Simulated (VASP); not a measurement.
# Pd (P6_3/mmc) in VASP: a series of runs

The runs below take Pd through single point, with PBE.

Program: VASP 6.6.1. These are calculated values, not measurements. Logs are shortened: lines on timing, memory, paths and dates and some standing lists are left out, and cuts for length are marked.

**1. The crystal as given**

Symmetry: P6_3/mmc, No. 194, hexagonal system. Conventional cell: a = 2.784 Å, b = 2.784 Å, c = 4.629 Å, α = 90.00°, β = 90.00°, γ = 120.00°. Pd (site symmetry -6m2) has 12 Pd at 2.78 to 2.82 Å as nearest neighbours.

This isn't the form of Pd at room conditions, which is fcc.

**2. Single point, PBE**

The input, INCAR:

```
SYSTEM = Pd
PREC = Accurate ; ENCUT = 300
EDIFF = 1E-6 ; ISMEAR = -1
SIGMA = 0.2 ; LREAL = .FALSE.
LASPH = .TRUE. ; NELM = 100
ALGO = Normal ; ISIF = 2
LWAVE = .FALSE. ; LCHARG = .FALSE.
GGA = PE ; ADDGRID = .FALSE.
```

The input, KPOINTS:

```
Automatic mesh
0
G
  20 20 11
  0 0 0
```

The input, POSCAR:

```
Pd
1.0
    2.7836650458      0.0000000000      0.0000000000
   -1.3918325229      2.4107246453      0.0000000000
    0.0000000000      0.0000000000      4.6288930000
Pd
2
Direct
    0.3690330000      0.6707680000      0.2457130000
    0.7034100000      0.3270270000      0.7475630000
```

Potentials or basis: VASP PAW PBE potentials, release 64 (Pd).

Command:

```sh
$ cat potpaw_PBE.64/Pd/POTCAR > POTCAR
$ mpirun -np 1 vasp_std > vasp.out
```

OUTCAR:

```text
SYSTEM = Pd
   PREC = Accurate
   ENCUT = 300
   EDIFF = 1E-6
   ISMEAR = -1
   LREAL = .FALSE.
   LASPH = .TRUE.
   NELM = 100
   ISIF = 2
   GGA = PE

 Found   2202 irreducible k-points:

 Following reciprocal coordinates:
            Coordinates               Weight
  0.000000  0.000000  0.000000      1.000000
  0.050000  0.000000  0.000000      2.000000
  0.000000  0.050000  0.000000      2.000000
 -0.050000  0.050000  0.000000      2.000000
  0.100000  0.000000  0.000000      2.000000
  0.000000  0.100000  0.000000      2.000000
   k-points           NKPTS =   2202   k-points in BZ     NKDIM =   2202   number of bands    NBANDS=     14
   number of dos      NEDOS =    301   number of ions     NIONS =      2
   total plane-waves  NPLWV =   7168
   dimension x,y,z NGX =    16 NGY =   16 NGZ =   28
   dimension x,y,z NGXF=    32 NGYF=   32 NGZF=   56
   ions per type =               2
   NGX,Y,Z   is equivalent  to a cutoff of   9.56,  9.56, 10.06 a.u.
   NGXF,Y,Z  is equivalent  to a cutoff of  19.11, 19.11, 20.11 a.u.
 SYSTEM =  Pd
   PREC   = accura    normal or accurate (medium, high low for compatibility)
   ISTART =      0    job   : 0-new  1-cont  2-samecut
   ICHARG =      2    charge: 1-file 2-atom 10-const
   ISPIN  =      1    spin polarized calculation?
   LNONCOLLINEAR =      F non collinear calculations
   LSORBIT =      F    spin-orbit coupling
   LASPH  =      T    aspherical Exc in radial PAW
   ENCUT  =  300.0 eV  22.05 Ry    4.70 a.u.   3.93  3.93  6.54*2*pi/ulx,y,z
   NELM   =    100;   NELMIN=  2; NELMDL= -5     # of ELM steps
   EDIFF  = 0.1E-05   stopping-criterion for ELM
   LREAL  =      F    real-space projection
   EDIFFG = 0.1E-04   stopping-criterion for IOM
   NSW    =      0    number of steps for IOM
   IBRION =     -1    ionic relax: 0-MD 1-quasi-New 2-CG
   NFREE  =      0    steps in history (QN), initial steepest desc. (CG)
   ISIF   =      2    stress and relaxation
   ISYM   =      2    0-nonsym 1-usesym 2-fastsym
   POTIM  = 0.5000    time-step for ionic-motion
   TEBEG  =    0.0;   TEEND  =   0.0 temperature during run
   PSTRESS=    0.0 pullay stress
   NELECT =      20.0000    total number of electrons
   NUPDOWN=      -1.0000    fix difference up-down
   EMIN   =  10.00;   EMAX   =-10.00  energy-range for DOS
   EFERMI =   0.00;   METHOD = LEGACY
   ISMEAR =    -1;   SIGMA  =   0.20  broadening in eV -4-tet -1-fermi 0-gaus
   EFERMI_NEDOS =   21; number of points for ismear=-14 and -15
   IALGO  =     38    algorithm
   IMIX   =      4    mixing-type and parameters
     AMIX     =   0.40;   BMIX     =  1.00
     AMIX_MAG =   1.60;   BMIX_MAG =  1.00
  volume/ion in A,a.u.               =      15.53       104.81
  Fermi-wavevector in a.u.,A,eV,Ry     =   1.413636  2.671385 27.189429  1.998367
  Thomas-Fermi vector in A             =   2.535261
   LORBIT       =      0    0 simple, 1 ext, 2 COOP (PROOUT), +10 PAW based schemes
   GGA     = PE    functional components
   LHFCALC =     F    Hartree Fock is set to
   AEXX    =    0.0000 exact exchange contribution
   IVDW    =     0    specifies the selected vdW correction
   LEPSILON=     F    determine dielectric tensor
   LRPA    =     F    only Hartree local field effects (RPA)
 non-spin polarized calculation
  energy-cutoff  :      300.00
  volume of cell :       31.06
 maximum number of plane-waves:       378
   NGX =  7   NGY =  7   NGZ = 13

 number of electron      20.0000004 magnetization

 Free energy of the ion-electron system (eV)
  ---------------------------------------------------
  ext. energy  EPLUGINS =         0.00000000
  ---------------------------------------------------
  free energy    TOTEN  =       -10.63571817 eV

  energy without entropy =      -10.22490515  energy(sigma->0) =      -10.43031166

 E-fermi :   9.0540     XC(G=0): -12.8662

 val. band max:        9.0532728792   @ k =   0.5000   0.0500  -0.1818
 cond. band min:       9.0539665807   @ k =   0.0500   0.4500  -0.2727
 fundamental gap:      0.0006937014
 Fermi energy:         9.0539516112

 k-point     1 :       0.0000    0.0000    0.0000
  band No.  band energies     occupation
      1       2.1856      2.00000
      2       4.0243      2.00000
      3       6.2311      2.00000
      4       6.4234      2.00000
      5       6.4444      2.00000
      6       6.7491      1.99998
      7       6.7757      1.99998
      8       7.3358      1.99963
      9       7.4367      1.99938
     10       8.6650      1.74979
     11       8.7598      1.62636
     12       9.9125      0.02697
     13      15.5891      0.00000
     14      26.0158      0.00000

 k-point     2 :       0.0500    0.0000    0.0000
  band No.  band energies     occupation
      1       2.2644      2.00000
      2       4.0806      2.00000
      3       6.1827      2.00000
      4       6.4685      2.00000
      5       6.4907      1.99999
      6       6.7344      1.99998
      7       6.8119      1.99997
      8       7.2909      1.99970
      9       7.3941      1.99950
     10       8.3435      1.94427
     11       8.7269      1.67375
     12      10.3764      0.00268
     13      15.5920      0.00000
     14      26.0368      0.00000

 k-point     3 :       0.0000    0.0500    0.0000
  band No.  band energies     occupation
      1       2.2644      2.00000
      2       4.0810      2.00000
      3       6.1798      2.00000
      4       6.4651      2.00000
      5       6.4946      1.99999
      6       6.7494      1.99998
      7       6.7990      1.99997
      8       7.2846      1.99971
      9       7.4004      1.99949
     10       8.3716      1.93613
     11       8.6916      1.71909
     12      10.3838      0.00259
     13      15.5919      0.00000
     14      26.0295      0.00000

 k-point     4 :      -0.0500    0.0500    0.0000
  band No.  band energies     occupation
      1       2.2643      2.00000
      2       4.0799      2.00000
      3       6.1864      2.00000
      4       6.4744      1.99999
      5       6.4840      1.99999
      6       6.7226      1.99998
      7       6.8215      1.99997
      8       7.3037      1.99968
      9       7.3806      1.99954
     10       8.3129      1.95200
     11       8.7684      1.61317
     12      10.3661      0.00283
     13      15.5921      0.00000
     14      26.0462      0.00000

 k-point     5 :       0.1000    0.0000    0.0000
  band No.  band energies     occupation
      1       2.4954      2.00000
      2       4.2385      2.00000
      3       6.0649      2.00000
      4       6.5526      1.99999
      5       6.6385      1.99999
      6       6.6922      1.99999
      7       6.9493      1.99995
      8       7.1111      1.99988
      9       7.2802      1.99972
     10       7.8238      1.99575
     11       8.7611      1.62443
     12      11.2263      0.00004
     13      15.6036      0.00000
     14      25.8800      0.00000

 k-point     6 :       0.0000    0.1000    0.0000
  band No.  band energies     occupation
      1       2.4958      2.00000
      2       4.2405      2.00000
      3       6.0580      2.00000
      4       6.5389      1.99999
      5       6.6450      1.99999
      6       6.7156      1.99998
      7       6.9380      1.99995
      8       7.0974      1.99989
      9       7.3017      1.99969
     10       7.8332      1.99554
     11       8.7321      1.66660
     12      11.2388      0.00004
     13      15.6033      0.00000
     14      25.8509      0.00000

 [... further k-points ...]
[... 5 lines left out ...]
  --------------------------------------------------------------------------------------
  -------------------------------------------------------------------------------------
  Total       -0.1109693     -0.0267756     -0.2895159      0.0284850     -0.0024797      0.0015805
  in kB       -5.7236295     -1.3810440    -14.9328014      1.4692161     -0.1278978      0.0815213
  external PRESSURE =      -7.3458250 kB  Pullay stress =       0.0000000 kB

 VOLUME and BASIS-vectors are now :
 -----------------------------------------------------------------------------
  energy-cutoff  :      300.00
  volume of cell :       31.06
      direct lattice vectors                 reciprocal lattice vectors
     2.783665046  0.000000000  0.000000000     0.359238624  0.207406516  0.000000000
    -1.391832523  2.410724645  0.000000000     0.000000000  0.414813032  0.000000000
     0.000000000  0.000000000  4.628893000     0.000000000  0.000000000  0.216034374

 POSITION                                       TOTAL-FORCE (eV/Angst)
 -----------------------------------------------------------------------------------
      0.09367      1.61704      1.13738         0.020493     -0.032760      0.065249
      1.50289      0.78837      3.46039        -0.020493      0.032760     -0.065249
 -----------------------------------------------------------------------------------
    total drift:                                0.000003     -0.000011      0.000159

  FREE ENERGIE OF THE ION-ELECTRON SYSTEM (eV)
  ---------------------------------------------------
  free  energy   TOTEN  =       -10.6357181724 eV

  energy  without entropy=      -10.2249051453  energy(sigma->0) =      -10.43031166
```

It took 2.2 min on 1 thread of AMD EPYC 9R45 (Zen 5), shared host; peak memory 0.43 GiB.

These settings aren't checked as converged: the numbers below hold their error.

Results:

* Free energy: -10.6357 eV
* Pressure: -0.7 GPa
* Largest force: 0.076 eV/Å
* Band gap on the k mesh: none (metal or under the smearing width)

Caveat: the cutoff is under 1.25 times the usual one of these potentials, so pressure, stress and relaxed cells hold a basis-set (Pulay) error.

**3. Single point, PBE**

Edit INCAR of step 2 so:

```diff
@@ -1,3 +1,3 @@
 SYSTEM = Pd
-PREC = Accurate ; ENCUT = 300
+PREC = Accurate ; ENCUT = 350
 EDIFF = 1E-6 ; ISMEAR = -1
```

KPOINTS is that of step 2.

The input, POSCAR:

```
Pd
1.0
    2.7836650458      0.0000000000      0.0000000000
   -1.3918325229      2.4107246453      0.0000000000
    0.0000000000      0.0000000000      4.6288930000
Pd
2
Direct
    0.3333333333      0.6666666667      0.2500000000
    0.6666666667      0.3333333333      0.7500000000
```

Potentials or basis: VASP PAW PBE potentials, release 64 (Pd).

Command:

```sh
$ cat potpaw_PBE.64/Pd/POTCAR > POTCAR
$ mpirun -np 1 vasp_std > vasp.out
```

Wall time 25 s (1 thread of AMD EPYC 9R45 (Zen 5), shared host); peak memory 0.14 GiB.

The run converged, but some of its settings lie outside the range that counts as converged, so its numbers aren't taken as properties of the crystal.

Results:

```
Free energy            : -10.6268 eV
Pressure               : -1.6 GPa
Band gap on the k mesh : none (metal or under the smearing width)
```
